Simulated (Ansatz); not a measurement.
# LAPW volumes and bulk moduli in simple lattices

All-electron LAPW (Ansatz 0.2.0), scalar-relativistic, no spin, Fermi–Dirac smearing 0.136 eV, k-meshes of 8 to 18 points an axis; Birch–Murnaghan fits to pressures. Some or most of these lattices are hypothetical for the element, and V0 is the minimum nearest the starting volume; lattices without a usable fit are left out; mesh and smearing are coarse, and magnetic elements are treated as non-magnetic.

```csv
element,lattice,functional,V0 (Å³/atom),B0 (GPa),B′,k-points per axis
I,bcc,PBE,36.46,21,5.8,11
I,bcc,PBEsol,33.01,31,5.5,11
I,diamond,LDA,54.44,14.9,5.0,8
I,diamond,PBE,61.80,9.8,5.3,8
I,diamond,PBEsol,57.11,12.5,5.1,8
I,fcc,LDA,31.19,37,5.3,11
I,fcc,PBE,35.62,21,5.8,11
I,fcc,PBEsol,32.12,32,5.5,11
I,sc,PBE,42.04,21,5.8,10
I,sc,PBEsol,38.85,28,5.6,10
```

(1) Give V0 and B0 for bcc I in LDA.

(2) Give V0 and B0 for sc I in LDA.

Results:

(1) 31.98 Å³/atom and 35.9 GPa.

(2) 37.64 Å³/atom and 32.2 GPa.
